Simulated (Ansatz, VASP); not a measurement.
# PbSe: VASP beside Ansatz

One calculation is typed for both programs; each brings its own data sets and cutoff. How far apart do they land? The cell is taken from a series of VASP runs on this material, whose earlier steps may have relaxed, scaled or displaced it; both programs get it as it stands. Other levels of theory on this material are compared in a session of their own.

Program: Ansatz 0.2.0. Level of theory: plane waves, with VASP 6.6.1 beside it; single point at PBEsol. Results are calculated unless marked as measured.

### 1. Starting point

The structure is cubic, space group Fm-3m (No. 225). The conventional cell has a = 6.121 Å, b = 6.121 Å, c = 6.121 Å, α = 90.00°, β = 90.00°, γ = 90.00°. Pb has 6 Se at 3.06 Å nearest. Nearest to Se lie 6 Pb at 3.06 Å. Farther neighbours and most contacts between anions are not listed.

### 2. VASP: single point, PBEsol

A single point gives forces, pressure and levels at one fixed geometry, so differences don't come from the geometry; what else differs is listed under the comparison.

Lines of VASP's logs that name or quote its potential files are left out, and so is its time.

Contents of INCAR:

```
SYSTEM = PbSe
PREC = Accurate
ENCUT = 400
EDIFF = 1E-08
NELM = 100
ISMEAR = 0
SIGMA = 0.02
LREAL = .FALSE.
ALGO = Normal
GGA = PS
NBANDS = 16
LORBIT = 11
LWAVE = .FALSE.
LCHARG = .FALSE.
KPAR = 4
```

Contents of POSCAR:

```
PbSe
1.0
    0.0000000000      3.0606500000      3.0606500000
    3.0606500000      0.0000000000      3.0606500000
    3.0606500000      3.0606500000      0.0000000000
Pb Se
1 1
Direct
    0.0000000000      0.0000000000      0.0000000000
    0.5000000000      0.5000000000      0.5000000000
```

Contents of KPOINTS:

```
Automatic mesh
0
Gamma
8 8 8
0 0 0
```

Contents of KPOINTS_OPT:

```
points round the band edges
26
Reciprocal
  0.5000000000   0.0000000000   0.0000000000 1
  0.5000000000   0.0000000000   0.0000000000 1
  0.5000000000  -0.0038969406  -0.0038969406 1
  0.5000000000   0.0038969406   0.0038969406 1
  0.4961030594   0.0000000000  -0.0038969406 1
  0.5038969406   0.0000000000   0.0038969406 1
  0.4961030594  -0.0038969406   0.0000000000 1
  0.5038969406   0.0038969406   0.0000000000 1
  0.5000000000  -0.0146135273  -0.0146135273 1
  0.5000000000   0.0146135273   0.0146135273 1
  0.4853864727   0.0000000000  -0.0146135273 1
  0.5146135273   0.0000000000   0.0146135273 1
  0.4853864727  -0.0146135273   0.0000000000 1
  0.5146135273   0.0146135273   0.0000000000 1
  0.5000000000  -0.0038969406  -0.0038969406 1
  0.5000000000   0.0038969406   0.0038969406 1
  0.4961030594   0.0000000000  -0.0038969406 1
  0.5038969406   0.0000000000   0.0038969406 1
  0.4961030594  -0.0038969406   0.0000000000 1
  0.5038969406   0.0038969406   0.0000000000 1
  0.5000000000  -0.0146135273  -0.0146135273 1
  0.5000000000   0.0146135273   0.0146135273 1
  0.4853864727   0.0000000000  -0.0146135273 1
  0.5146135273   0.0000000000   0.0146135273 1
  0.4853864727  -0.0146135273   0.0000000000 1
  0.5146135273   0.0146135273   0.0000000000 1
```

The projector-augmented-wave data sets are Pb_d and Se (PBE family, release 64).

On the command line:

```sh
> mpirun -np 4 vasp_std
```

Numbers of over 12 decimals in the logs are rounded to 6 here.

The program printed:

```text
[banner, memory and clock lines left out]
running    4 mpi-ranks, on    1 nodes
 distrk:  each k-point on    1 cores,    4 groups
 distr:  one band on    1 cores,    1 groups

 POSCAR found type information on POSCAR PbSe
 POSCAR found :  2 types and       2 ions
|                                                                             |
|               ----> ADVICE to this user running VASP <----                  |
|                                                                             |
|     You enforced a specific xc type in the INCAR file but a different       |
|     [... a line on the potential file left out ...]
|     I HOPE YOU KNOW WHAT YOU ARE DOING!                                     |
|                                                                             |

 LDA part: xc-table for (Slater+PW92), standard interpolation
 POSCAR, INCAR and KPOINTS ok, starting setup
 FFT: planning ... GRIDC
 FFT: planning ... GRID_SOFT
 FFT: planning ... GRID
 WAVECAR not read
 entering main loop
       N       E                     dE             d eps       ncg     rms          rms(c)
DAV:   1     0.141852342557E+03    0.14185E+03   -0.83468E+03   928   0.104E+03
DAV:   2     0.168014833242E+00   -0.14168E+03   -0.13752E+03  1016   0.292E+02
DAV:   3    -0.900878655634E+01   -0.91768E+01   -0.91528E+01  1232   0.807E+01
DAV:   4    -0.917582610763E+01   -0.16704E+00   -0.16702E+00  1112   0.134E+01
DAV:   5    -0.918228286808E+01   -0.64568E-02   -0.64567E-02  1312   0.227E+00    0.266E+00
DAV:   6    -0.892360249198E+01    0.25868E+00   -0.67176E-01  1432   0.615E+00    0.151E+00
DAV:   7    -0.891616718816E+01    0.74353E-02   -0.99262E-02  1192   0.165E+00    0.803E-01
DAV:   8    -0.891681320594E+01   -0.64602E-03   -0.10270E-02  1184   0.114E+00    0.136E-01
DAV:   9    -0.891647065489E+01    0.34255E-03   -0.21889E-03  1408   0.450E-01    0.450E-02
DAV:  10    -0.891649912242E+01   -0.28468E-04   -0.13971E-04  1128   0.718E-02    0.146E-02
DAV:  11    -0.891649883444E+01    0.28799E-06   -0.21623E-05  1288   0.506E-02    0.460E-03
DAV:  12    -0.891649876901E+01    0.65427E-07   -0.14628E-06  1264   0.140E-02    0.776E-04
DAV:  13    -0.891649877827E+01   -0.92607E-08   -0.61512E-08  1240   0.314E-03
   1 F= -.89164988E+01 E0= -.89164988E+01  d E =-.675984E-13
 Start KPOINTS_OPT (optional k-point list driver)
k-point batch [1-26\26]
       N       E                     dE             ncg
DAV:   1     0.837031225983E+03   -0.12357E+05      832
DAV:   2    -0.277915771022E+04   -0.36162E+04      984
DAV:   3    -0.301707339733E+04   -0.23792E+03     1080
DAV:   4    -0.302188323697E+04   -0.48098E+01     1096
DAV:   5    -0.302205022073E+04   -0.16698E+00     1160
DAV:   6    -0.302205833488E+04   -0.81142E-02     1232
DAV:   7    -0.302205842065E+04   -0.85764E-04     1120
DAV:   8    -0.302205842158E+04   -0.93488E-06     1256
DAV:   9    -0.302205842159E+04   -0.92527E-08      928
```

Parts of OUTCAR (step 2):

```text
ion  position               nearest neighbor table
   1  0.000  0.000  0.000-   2 3.06   2 3.06   2 3.06   2 3.06   2 3.06   2 3.06
   2  0.500  0.500  0.500-   1 3.06   1 3.06   1 3.06   1 3.06   1 3.06   1 3.06

  LATTYP: Found a face centered cubic cell.
 ALAT       =     6.1213000000

 Subroutine GETGRP returns: Found 48 space group operations
 (whereof 48 operations were pure point group operations)

The static configuration has the point symmetry O_h .

 Found     29 irreducible k-points:

   k-points           NKPTS =     29   k-points in BZ     NKDIM =     29   number of bands    NBANDS=     16

   dimension x,y,z NGX =    28 NGY =   28 NGZ =   28
   dimension x,y,z NGXF=    56 NGYF=   56 NGZF=   56

   ENCUT  =  400.0 eV  29.40 Ry    5.42 a.u.   7.06  7.06  7.06*2*pi/ulx,y,z

   NELECT =      20.0000    total number of electrons

 k-points in reciprocal lattice and weights: Automatic mesh
   0.00000000  0.00000000  0.00000000       0.002
   0.12500000  0.00000000  0.00000000       0.016
   0.25000000  0.00000000  0.00000000       0.016
   0.37500000  0.00000000  0.00000000       0.016
   0.50000000  0.00000000  0.00000000       0.008
   0.12500000  0.12500000  0.00000000       0.012
   0.25000000  0.12500000  0.00000000       0.047
   0.37500000  0.12500000  0.00000000       0.047
   0.50000000  0.12500000  0.00000000       0.047
[...]
-0.37500000  0.50000000  0.12500000       0.023
  -0.25000000  0.50000000  0.25000000       0.012

 average (electrostatic) potential at core
       1 -92.1343       2 -52.8853

 E-fermi :   5.0015

 k-point     1 :       0.0000    0.0000    0.0000
  band No.  band energies     occupation
    ...
      6      -8.6959      2.00000
      7      -1.4208      2.00000
      8       3.0404      2.00000
      9       3.0404      2.00000
     10       3.0404      2.00000
     11       9.5879      0.00000
     12       9.5879      0.00000
     13       9.5879      0.00000
     14      11.3590      0.00000
     15      11.3590      0.00000
    ...

 k-point     2 :       0.1250    0.0000    0.0000
  band No.  band energies     occupation
    ...
      6      -8.5767      2.00000
      7      -1.8137      2.00000
      8       3.0814      2.00000
      9       3.0814      2.00000
     10       3.3119      2.00000
     11       8.5042      0.00000
     12       8.9093      0.00000
     13       8.9093      0.00000
     14      11.1464      0.00000
     15      11.7045      0.00000
    ...

 k-point     3 :       0.2500    0.0000    0.0000
  band No.  band energies     occupation
    ...
      6      -8.2490      2.00000
      7      -2.6840      2.00000
      8       3.2017      2.00000
      9       3.2017      2.00000
     10       3.8555      2.00000
     11       7.0078      0.00000
     12       7.7834      0.00000
     13       7.7834      0.00000
     14      11.3247      0.00000
     15      12.5732      0.00000
    ...

  Total       -0.1792387     -0.1792387     -0.1792387     -0.0000000      0.0000000      0.0000000
  in kB       -5.0080811     -5.0080811     -5.0080811     -0.0000000      0.0000000      0.0000000
  external PRESSURE =      -5.0080811 kB  Pullay stress =       0.0000000 kB

  energy-cutoff  :      400.00
  volume of cell :       57.34
      direct lattice vectors                 reciprocal lattice vectors
     0.000000000  3.060650000  3.060650000    -0.163363991  0.163363991  0.163363991
     3.060650000  0.000000000  3.060650000     0.163363991 -0.163363991  0.163363991
     3.060650000  3.060650000  0.000000000     0.163363991  0.163363991 -0.163363991

 POSITION                                       TOTAL-FORCE (eV/Angst)
 -----------------------------------------------------------------------------------
      0.00000      0.00000      0.00000         0.000000     -0.000000      0.000000
      3.06065      3.06065      3.06065        -0.000000      0.000000     -0.000000
 -----------------------------------------------------------------------------------
    total drift:                               -0.000000      0.000000      0.000000

  FREE ENERGIE OF THE ION-ELECTRON SYSTEM (eV)
  ---------------------------------------------------
  free  energy   TOTEN  =        -8.9164987783 eV

  energy  without entropy=       -8.9164987783  energy(sigma->0) =       -8.91649878

 total charge
# of ion       s       p       d       tot
------------------------------------------
    1        1.463   0.541   9.838  11.843
    2        1.469   2.314   0.018   3.801
--------------------------------------------------
tot          2.933   2.855   9.856  15.644

[... 3 further parts left out ...]
```

The run ends at a pressure of -0.50 GPa.

### 3. Ansatz: single point, PBEsol

Ansatz runs on its default PAW (the set named soft_2) files.

The same cell, functional, mesh and smearing now go to Ansatz, which takes its cutoff from its data sets.

Contents of input.yaml:

```yaml
crystal:
  lattice:
    - [0.0, 3.06065, 3.06065]
    - [3.06065, 0.0, 3.06065]
    - [3.06065, 3.06065, 0.0]
  atoms:
    - { symbol: Pb, position: [0.0, 0.0, 0.0] }
    - { symbol: Se, position: [0.5, 0.5, 0.5] }
hamiltonian:
  xc: pbesol
  pseudopotentials: { kind: paw }
kpoints:
  mp_grid: { grid: [8, 8, 8] }
scf:
  occupations: { method: gaussian, width: 0.02 }
  n_extra_bands: 4
output:
  forces: true
  stress: true
  eigenvalues: true
```

On the command line:

```sh
> ansatz run input.yaml --threads 2 --pin off --max-ram 4608MiB --backend cpu --events-out ev --progress --plain --runs-dir out
```

The program printed:

```text
scf.n_extra_bands = 4 over 15 filled bands (N_el = 30.0): the run solves 19 bands
Engine: ansatz 0.2.0, aarch64-unknown-linux-gnu
Pseudopotentials: kind: paw
Pseudopotential: Pb, paw, valence charge 14, recommended cutoff 420 eV (normal), Pb.paw.azcp
Pseudopotential: Se, paw, valence charge 16, recommended cutoff 420 eV (normal), Se.paw.azcp
Functional definition: PBEsol
  exchange = pbesol_x
  correlation = pbesol_c
Crystal: 2 atoms, lattice volume = 57.342 Å³
Basis set: ecut = 420 eV, 1139 PW (Γ), exchange–correlation on 60×60×60 points (8 copies of the dense FFT grid, shifted against one another)
Bands: 19, of which v1, the nominal top of the filled ones, is band 15 counted from 1 (14 counted from 0)
Symmetry: 48 space group operations
Space group: Fm-3m (ITA 225), of the structure as read, at distance tolerance 3.9e-5 Å
k-points: 29 of 512
Non-local potential: Pb, projectors of the file, l = 0: 2, l = 1: 2, l = 2: 2, l = 3: 2
Non-local potential: Se, projectors of the file, l = 0: 2, l = 1: 2, l = 2: 3, l = 3: 1
PAW form: soft (Blöchl's): semilocal exchange-correlation on the pseudo side does not see the compensation charge
PAW frozen core: Pb, regenerated for the run's functional, and the local potential with it (the file was generated under x = pbe(κ = 0.804, μ = 0.219515), c = pbe(β = 0.066725))
PAW frozen core: Se, regenerated for the run's functional, and the local potential with it (the file was generated under x = pbe(κ = 0.804, μ = 0.219515), c = pbe(β = 0.066725))
PAW one-centre angular grid: Pb, 590 points (default); XC on 64 Gauss nodes
PAW one-centre angular grid: Se, 590 points (default); XC on 64 Gauss nodes
Initial density: superposition of atomic densities (neutral atoms: chi_scale 0, normalization atom), corrected by the library's trained network
Initial wavefunctions: pseudopotential atomic-orbital guess
Functional: x = pbesol(κ = 0.804, μ = 0.123457), c = pbesol(β = 0.046)
SCF iter   1: F=—  HF=-17180.217938 eV  |F-HF|=—  |Δ(HF+E_count)|=         —  Δρ=2.41e-3  dr2=6.31e-3  ethr=1.77e-3  ⟨swp⟩=6.3  Hψ=2644  notcnv=0
preconditioner: auto → none  [insulator: Δε(μ)=0.169 eV  Ē_g=15.218 eV  σ=0.020 eV  W_gap=1.00  n_scr=14 (ndim 8)  ℏωp=21.9 eV  f_vac=0.019  D(μ)=0.00/eV (n_scr^D=0)  ε∞_Penn≈3.1]
SCF iter   2: F=—  HF=-17180.215399 eV  |F-HF|=—  |Δ(HF+E_count)|=   2.54e-3  Δρ=1.13e-3  dr2=8.62e-4  ethr=2.10e-5  ⟨swp⟩=2.2  Hψ=1052  notcnv=0
SCF iter   3: F=—  HF=-17180.215144 eV  |F-HF|=—  |Δ(HF+E_count)|=   2.55e-4  Δρ=3.50e-4  dr2=4.97e-5  ethr=2.87e-6  ⟨swp⟩=2.9  Hψ=1079  notcnv=0
SCF iter   4: F=—  HF=-17180.215155 eV  |F-HF|=—  |Δ(HF+E_count)|=   1.08e-5  Δρ=1.18e-4  dr2=3.77e-6  ethr=1.66e-7  ⟨swp⟩=2.9  Hψ=988  notcnv=0
SCF iter   5: F=—  HF=-17180.215158 eV  |F-HF|=—  |Δ(HF+E_count)|=   2.79e-6  Δρ=2.33e-5  dr2=2.83e-7  ethr=1.26e-8  ⟨swp⟩=2.0  Hψ=982  notcnv=0
SCF iter   6: F=-17180.215157 eV  HF=-17180.215157 eV  |F-HF|=1.68e-8  |Δ(HF+E_count)|=   2.37e-7  Δρ=5.17e-6  dr2=1.37e-8  ethr=3.33e-10  ⟨swp⟩=5.2  Hψ=2516  notcnv=0
SCF 1 converged in 6 iterations: F = -17180.215157 eV  dr2 = 1.37e-8
  greatest PAW one-centre occupation: 1.000 electrons in one spin orbital (limit 2), on the Se atom at site 1 (counted from 0), in its partial waves of l = 2
SCF converged after 6 iterations
Free energy (F): -17180.215157 eV
Harris-Foulkes:  -17180.215157 eV  (|F-HF|=1.68e-8)
Internal energy: -17180.215157 eV  (E = F + TS)
E sigma→0 (E₀):  -17180.215157 eV
Fermi energy:    8.970138 eV
--- Per-component energies (eV) ---
  E_band       = -429.830093
  E_kinetic    = 405.941723
  E_local      = -3531.292209  (includes V_loc(G=0)·N_el)
  E_nonlocal   = -240.723630
  E_hartree    = 1640.757674
  E_xc         = -322.851592
  E_vxc        = -231.313840  (∫ρ·V_xc dr)
  E_paw        = -12121.409924  (= ΣΔE_a)
  E_vpaw       = -113.962906  (= ΣTr[D̂ρ^β])
  E_aug_tail   = -0.000508  (compensation charges beyond the density's cutoff)
  E_ewald      = -3011.707258
  E_core_change = 1.070567  (= ΣΔE_core)
  E_smearing   = -0.000000  (= −TS)
  E_closure    = 0.000000  (closes the sum)
  Σ components = -17180.215157   (vs F -17180.215157, Δ=0.00e0)
--- Forces (eV/Å), atoms counted from 1 ---
  atom   1  Pb    -0.00000000     0.00000000     0.00000000
  atom   2  Se     0.00000000    -0.00000000     0.00000000
  max |Σ_I F_I| component: 1.29e-29 eV/Å
--- Stress (GPa, compression-positive) ---
       -0.487616      -0.000000      -0.000000
       -0.000000      -0.487616       0.000000
        0.000000       0.000000      -0.487616
  P = ⅓ Tr σ = -0.4876 GPa (-4.876 kbar)
--- Band table (eV; the first three rows and the last of 29) ---
  k-point 0: bands = [... 11 lower, 2.5433, 6.9958, 6.9958, 6.9958, 13.5475, 13.5475, 13.5475, 15.3227]
  k-point 1: bands = [... 11 lower, 2.1507, 7.0367, 7.0367, 7.2679, 12.4636, 12.8696, 12.8696, 15.1070]
  k-point 2: bands = [... 11 lower, 1.2815, 7.1569, 7.1569, 7.8128, 10.9669, 11.7441, 11.7441, 15.2834]
  k-point 28: bands = [... 11 lower, 0.8383, 4.6090, 4.6090, 8.0852, 10.7064, 13.7585, 13.7585, 16.5362]
```

Run time: 0.94 s. Hardware: 2 threads of Arm Neoverse V2, shared host; peak memory 0.33 GiB.

The run ends at a pressure of -0.49 GPa.

### 4. Side by side

Known differences besides the potentials themselves: the data sets hold 30 valence electrons in Ansatz (default PAW (the set named soft_2) files) and 20 in VASP; the cutoff is 420 eV in Ansatz and 400 eV in VASP; Ansatz makes its cores anew for this functional, VASP keeps those of its PBE data sets; VASP leaves aspherical gradient terms in its spheres out (LASPH is not set), Ansatz keeps them. Total energies have different zeros and are not compared.

Both answers:

| quantity | Ansatz | VASP | difference |
| --- | --- | --- | --- |
| pressure (GPa) | -0.49 | -0.50 | +0.01 |
| gap on the k mesh (eV) | 0.199 | 0.203 | -0.003 |

A gap on the mesh is an upper bound, since the band edges may lie between its points; neither run holds spin-orbit coupling, which can move the band edges of a compound of Pb. Ansatz's pressure holds a Pulay correction of 0.02 GPa; VASP's holds none.

### 5. Results

| Property | Result |
| --- | --- |
| difference in gap on the k mesh (single point, PBEsol) | -0.0033 eV |

The difference in gap on the k mesh is -0.0033 eV (single point, PBEsol), within the 0.08 eV picked in this series as the mark of a large difference. 10 further runs of this series are not shown here. Such differences can come from data sets, numerical settings and the points named under the comparisons, not from the functional's error against experiment.

[Lines on the potential files, build, host, timing and source positions are cut from VASP's logs without a mark.]

[Logs are printed without paths, hosts, clocks, repeated set-up lines and the standing remarks that a program may print on its own settings, such as how far it seeks lower states.]

[Hosts, paths, dates, database ids (printed as entryN), source tags and the programs' standing remarks are cut or masked in the printed files.]
